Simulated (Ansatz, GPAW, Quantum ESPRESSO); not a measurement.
**Rh: programs and potentials compared**

```
CELL_PARAMETERS angstrom
0.00000 1.89785 1.89785
1.89785 0.00000 1.89785
1.89785 1.89785 0.00000
ATOMIC_POSITIONS crystal
Rh 0.00000 0.00000 0.00000
```

Alike in all runs: task band structure; functional LDA; k mesh 12 × 12 × 12; occupations fermi-dirac, width 0.05 eV; no spin polarisation; no spin-orbit coupling. LDA stands for any of its common fits. Pressure is positive in compression and, in plane waves, holds the error of the finite cutoff, which Ansatz's Pulay term estimates and takes out.

| program and potentials | plane-wave cutoff (eV) | notes | pressure (GPa) |
| --- | --- | --- | --- |
| Ansatz, Ansatz PAW | 420 | potentials made for PBE, which Ansatz adapts in part; 17 valence electrons an atom on average; Pulay term of +0.10 GPa included | -9.91 |
| GPAW, the program's PAW data sets (release 1.2.1) made for this functional | 600 | 15 valence electrons an atom on average | -8.44 |
| Ansatz, all-electron LAPW, scalar-relativistic | - | - | -9.88 |
| Quantum ESPRESSO, PseudoDojo 0.4.1 SR LDA standard | 1197 | 17 valence electrons an atom on average | ? |

**Question.** Estimate from the other rows what the run with Quantum ESPRESSO, PseudoDojo 0.4.1 SR LDA standard gave.

**Answer.** Pressure -9.48 GPa. The other rows, which needn't bracket it: pressure -9.91 to -8.44.
